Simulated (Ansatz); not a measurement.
# Lu (sc type): the cost of one run

Program: Ansatz 0.2.0. Level of theory: DFT PBE, with the methods named in each step. These are calculated values, not measurements.

This is Lu in the simple cubic structure; at room conditions it is hcp.

1 further run of the same task is left out (it didn't finish).

## Step 1: The starting structure

Symmetry: Pm-3m, No. 221, cubic system. Conventional cell: a = 3.207 Å, b = 3.207 Å, c = 3.207 Å, α = 90.00°, β = 90.00°, γ = 90.00°. Lu (site symmetry m-3m) has 6 Lu at 3.21 Å as nearest neighbours.

Structure file:

```
CELL_PARAMETERS angstrom
3.20708 0.00000 0.00000
0.00000 3.20708 0.00000
0.00000 0.00000 3.20708
ATOMIC_POSITIONS crystal
Lu 0.00000 0.00000 0.00000
```

Whether this phase is the stable one at these pressures isn't tested.

## Step 2: The reference volume, LAPW

Contents of input.yaml:

```yaml
crystal:
  lattice:
    - [3.207082162, 0.0, 0.0]
    - [0.0, 3.207082162, 0.0]
    - [0.0, 0.0, 3.207082162]
  atoms:
    - { symbol: Lu, position: [0.0, 0.0, 0.0] }
kpoints:
  mp_grid: { grid: [12, 12, 12] }
  band_path:
    path:
      - [0.0, 0.0, 0.0]
      - [0.0, 0.5, 0.0]
      - [0.5, 0.5, 0.0]
      - [0.0, 0.0, 0.0]
      - [0.5, 0.5, 0.5]
      - [0.0, 0.5, 0.0]
      - [0.5, 0.5, 0.5]
      - [0.5, 0.5, 0.0]
    npoints: 14
scf:
  occupations: { method: fermi_dirac, width: 0.1 }
hamiltonian:
  xc: pbe
  pseudopotentials: { kind: all_electron, lapw: { basis_error: 0.001 } }
output:
  forces: true
  stress: true
  eigenvalues: true
  populations: true
  dos: { projected: true, de: 0.2, e_range: [-14, 8] }
```

On the command line:

```
$ ansatz run input.yaml --threads 1 --pin off --max-ram 2048MiB --backend cpu --events-out ev --progress --plain --runs-dir out
```

Q: Estimate wall time and peak memory on 1 thread of Arm Neoverse V1, shared host.

About 15 s, with a peak of 0.29 GiB.
